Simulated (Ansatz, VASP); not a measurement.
**Ag: VASP beside Ansatz**

POSCAR

```
Ag
1.0
    0.0000000000      1.9885853185      1.9885853185
    1.9885853185      0.0000000000      1.9885853185
    1.9885853185      1.9885853185      0.0000000000
Ag
1
Direct
    0.0000000000      0.0000000000      0.0000000000
```

INCAR.step1

```
SYSTEM = Ag
PREC = Accurate
ENCUT = 520
ISMEAR = 0
SIGMA = 0.1
LREAL = .FALSE.
LASPH = .TRUE.
NELM = 60
NBANDS = 12
GGA = PE
ALGO = Normal
EDIFF = 1E-4
LWAVE = .TRUE.
LCHARG = .FALSE.
```

Contents of INCAR.step2:

```
SYSTEM = Ag
PREC = Accurate
ENCUT = 520
EDIFF = 1E-6
ISMEAR = 0
SIGMA = 0.1
LREAL = .FALSE.
LASPH = .TRUE.
NELM = 60
ALGO = Normal
ISIF = 2
LWAVE = .FALSE.
LCHARG = .FALSE.
METAGGA = R2SCAN
LMIXTAU = .TRUE.
NBANDS = 12
ISTART = 1
```

Contents of KPOINTS:

```
Automatic mesh
0
G
  18 18 18
  0 0 0
```

Input for Ansatz:

```yaml
crystal:
  lattice:
    - [0.0, 1.9885853185, 1.9885853185]
    - [1.9885853185, 0.0, 1.9885853185]
    - [1.9885853185, 1.9885853185, 0.0]
  atoms:
    - { symbol: Ag, position: [0.0, 0.0, 0.0] }
basis:
  ecutwfc: 500
kpoints:
  mp_grid: { grid: [18, 18, 18] }
hamiltonian:
  xc: r2scan
scf:
  occupations: { method: gaussian, width: 0.1 }
output:
  forces: true
  stress: true
  eigenvalues: true
```

Alike in both runs: task single point; functional r2SCAN; k mesh 18 × 18 × 18; occupations gaussian, width 0.1 eV; no spin polarisation.

```csv
,VASP,Ansatz
version,VASP 6.6.1,Ansatz 0.2.0
potentials or method,"VASP PAW PBE potentials, release 64 (Ag)","scalar-relativistic, plane waves, PAW"
plane-wave cutoff (eV),520,500
valence electrons in the cell,11,19
```

|  | VASP | Ansatz | Ansatz less VASP |
| --- | --- | --- | --- |
| gap on the k mesh at the Fermi level (eV) | none | none | - |
| pressure (GPa) | 13.2 | 12.8 | -0.34 |

A gap of «none» marks a metal or a gap that the smearing closes. With one functional, cell and mesh, what is left measures potentials, basis and numerics. The two sets of potentials don't hold the same shells in valence.

Caveats: the PAW data sets were made with another functional, which shifts forces and pressure a little (VASP).
